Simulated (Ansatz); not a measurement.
# What a change of settings does to a run on CdTe

The cell is COD entry 1010539, as deposited and not checked against the literature; nothing was relaxed. It differs from other determinations.

First run: DFT, PBE, PAW with Ansatz's default frozen-core files, scalar-relativistic (Ansatz 0.2.0).

Command: `ansatz run input.yaml --threads 1 --pin off --max-ram 2048MiB --backend cpu --events-out ev --progress --plain --runs-dir out` The run took 24 s on 1 thread of Arm Neoverse V2, on a shared host.

```yaml
crystal:
  lattice:
    - [0.0, 3.205, 3.205]
    - [3.205, 0.0, 3.205]
    - [3.205, 3.205, 0.0]
  atoms:
    - { symbol: Cd, position: [0.0, 0.0, 0.0] }
    - { symbol: Te, position: [0.75, 0.75, 0.75] }
kpoints:
  mp_grid: { grid: [9, 9, 9] }
  band_path:
    path:
      - [0.0, 0.0, 0.0]
      - [-0.5, -0.5, 0.0]
      - [-0.375, -0.375, 0.25]
      - [-0.375, 0.0, 0.375]
      - [0.0, 0.0, 0.0]
      - [0.0, 0.0, 0.5]
      - [-0.5, -0.25, 0.25]
      - [-0.5, -0.5, 0.0]
    npoints: 14
scf:
  occupations: { method: fermi_dirac, width: 0.08 }
hamiltonian:
  xc: pbe
  pseudopotentials: { kind: paw }
output:
  forces: true
  stress: true
  eigenvalues: true
  efg: { contact_densities: true }
  populations: true
  bader: true
  dos: { projected: true, de: 0.2, e_range: [-14, 8] }
  write_density: true
  write_potential: true
  elf: true
  volumetric_format: npy
```

Result: converged; pressure 4.24 GPa; gap on the k mesh 0.87 eV (the mesh can miss the band edges); 6 SCF iterations.

No spin–orbit coupling, which matters for the heavy atoms here.

The input is then changed:

```diff
@@ -7,4 +7,5 @@
     - { symbol: Cd, position: [0.0, 0.0, 0.0] }
     - { symbol: Te, position: [0.75, 0.75, 0.75] }
+  symmetry: { detect: false }
 kpoints:
   mp_grid: { grid: [9, 9, 9] }
@@ -23,5 +24,5 @@
   occupations: { method: fermi_dirac, width: 0.08 }
 hamiltonian:
-  xc: pbe
+  xc: rpbe
   pseudopotentials: { kind: paw }
 output:
@@ -31,9 +32,3 @@
   efg: { contact_densities: true }
   populations: true
-  bader: true
-  dos: { projected: true, de: 0.2, e_range: [-14, 8] }
-  write_density: true
-  write_potential: true
-  elf: true
-  volumetric_format: npy
```

Question: What does the second run give?

Answer: It converged; pressure 5.99 GPa; gap on the k mesh 1.03 eV (the mesh can miss the band edges); 6 SCF iterations.
